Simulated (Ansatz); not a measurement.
Se: stiffness from a series of strains

```
CELL_PARAMETERS angstrom
4.36620 0.00000 0.00000
-2.18310 3.78124 0.00000
0.00000 0.00000 4.95360
ATOMIC_POSITIONS crystal
Se 0.22540 0.00000 0.33333
Se 0.00000 0.22540 0.66667
Se 0.77460 0.77460 0.00000
```

Atoms are numbered in the order listed.

The conventional cell has a = 4.366 Å, b = 4.366 Å, c = 4.954 Å, α = 90.00°, β = 90.00°, γ = 120.00°. Around Se (atom 1) lie 2 Se at 2.37 Å.

The cell is COD entry 9012501, as deposited and not checked against the literature; nothing was relaxed.

Computed with DFT, PBEsol, all-electron LAPW, scalar-relativistic (Ansatz 0.2.0).

The runs use a Γ-centred 6×6×5 k mesh, Fermi–Dirac smearing of 0.03 eV, basis error target 1 meV/atom, no spin polarisation.

The strain is applied along the Cartesian axes of the cell as listed (the other components stay zero). Fractional coordinates are held (clamped ions).

σ is the change of stress from the unstrained cell, which is at 0.17 GPa; tension is positive, so slopes are stress–strain coefficients at that pressure.

Only quantities that a quadratic follows smoothly over the whole series are listed; rougher ones are left out.

```
εxx = εyy  σzz (GPa)  σxx (GPa)
  -0.0300      -3.91      -2.78
  -0.0200      -2.47      -1.78
  -0.0100      -1.17      -0.86
   0.0000       0.00       0.00
   0.0200       2.01       1.53
   0.0300       2.86       2.22
```

**Question.** Fit the series and read off the stiffness at zero strain.

**Answer.** Least-squares fits y = p0 + p1 x + p2 x² to the rows give σzz (GPa): p1 = 113, p2 = -590; σxx (GPa): p1 = 83.1, p2 = -310. So C13 + C23 = 113 GPa and C11 + C12 = 83 GPa, for these axes.

**Question.** One run, at εxx = εyy = 0.0100, is withheld. Predict its row.

**Answer.** The fits give 1.07, 0.80; the run gave 1.06, 0.80.
